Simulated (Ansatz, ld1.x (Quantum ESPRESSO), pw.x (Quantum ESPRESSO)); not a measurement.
## pw.x on bcc Si: one setting changed

Potential: norm-conserving RRKJ (Kleinman–Bylander form), ld1.x (Quantum ESPRESSO) 7.5, LDA (PW92); core [Ne], reference 3s2 3p2; waves: 3s (bound): rc 1.45 bohr; 3p (bound): rc 1.70 bohr; 3d channel at -0.15 Ry: rc 1.45 bohr; local part: the d channel; core correction: a·sin(br)/r model core inside 0.90 bohr; rho0 0.001.

The reference run (k-mesh 15³, cutoffs 85/340 Ry, Fermi–Dirac 0.01 Ry, mixing_beta 0.4, conv_thr 1e-9, no spin) gives -0.95 GPa at 14.087 Å³/atom, where all-electron LAPW gives 0.22 GPa. This run, with its own iteration cap, changes diagonalization to cg.

```
&control
  calculation='scf', prefix='x', pseudo_dir='./', outdir='./tmp', tstress=.true., disk_io='none'
/
&system
  ibrav=0, nat=1, ntyp=1, ecutwfc=85, ecutrho=340, nbnd=9,
  occupations='smearing', smearing='fd', degauss=0.01
/
&electrons
  conv_thr=1e-09, mixing_beta=0.4, electron_maxstep=60, diagonalization='cg'
/
ATOMIC_SPECIES
Si 1.0 Si.UPF
CELL_PARAMETERS angstrom
  -1.52143303 1.52143303 1.52143303
  1.52143303 -1.52143303 1.52143303
  1.52143303 1.52143303 -1.52143303
ATOMIC_POSITIONS crystal
Si 0.0000 0.0000 0.0000
K_POINTS automatic
15 15 15 0 0 0
```

```bash
pw.x < Si.scf.in > Si.scf.out
```

Question: How does the run end?

Answer: It converges in 6 iterations; the free energy moves by +0.0 meV/atom and the pressure by +0.00 GPa. The result is that of the reference run.

```
Message from routine setup:
     using ibrav=0 with symmetry is DISCOURAGED, use correct ibrav instead
     lattice parameter (alat)  =       4.9798  a.u.
     unit-cell volume          =      95.0638 (a.u.)^3
     number of electrons       =         4.00
     number of Kohn-Sham states=            9
     kinetic-energy cutoff     =      85.0000  Ry
     charge density cutoff     =     340.0000  Ry
     scf convergence threshold =      1.0E-09
     Exchange-correlation= PW
     number of k points=   120  Fermi-Dirac smearing, width (Ry)=  0.0100
     iteration #  1     ecut=    85.00 Ry     beta= 0.40
     total energy              =     -12.88856203 Ry
     estimated scf accuracy    <       0.00388576 Ry
     iteration #  2     ecut=    85.00 Ry     beta= 0.40
     total energy              =     -12.88814069 Ry
     estimated scf accuracy    <       0.00107676 Ry
     iteration #  3     ecut=    85.00 Ry     beta= 0.40
     total energy              =     -12.88822928 Ry
     estimated scf accuracy    <       0.00000761 Ry
     iteration #  4     ecut=    85.00 Ry     beta= 0.40
     total energy              =     -12.88823327 Ry
     estimated scf accuracy    <       0.00000038 Ry
     iteration #  5     ecut=    85.00 Ry     beta= 0.40
     total energy              =     -12.88823334 Ry
     estimated scf accuracy    <       0.00000004 Ry
     iteration #  6     ecut=    85.00 Ry     beta= 0.40
     the Fermi energy is    10.7321 ev
!    total energy              =     -12.88823334 Ry
     estimated scf accuracy    <          4.5E-10 Ry
     smearing contrib. (-TS)   =      -0.00183397 Ry
     The total energy is F=E-TS. E is the sum of the following terms:
     one-electron contribution =       4.87907209 Ry
     hartree contribution      =       0.02822417 Ry
     xc contribution           =      -7.66745613 Ry
     ewald contribution        =     -10.12623951 Ry
     convergence has been achieved in   6 iterations
          total   stress  (Ry/bohr**3)                   (kbar)     P=       -9.52
     Message from routine punch:
     Nothing written, as per user request (disk_io='none')
```

The run took about 19 s on one core of a shared host (Neoverse-V1, 32 threads, 247 GiB, load 15).
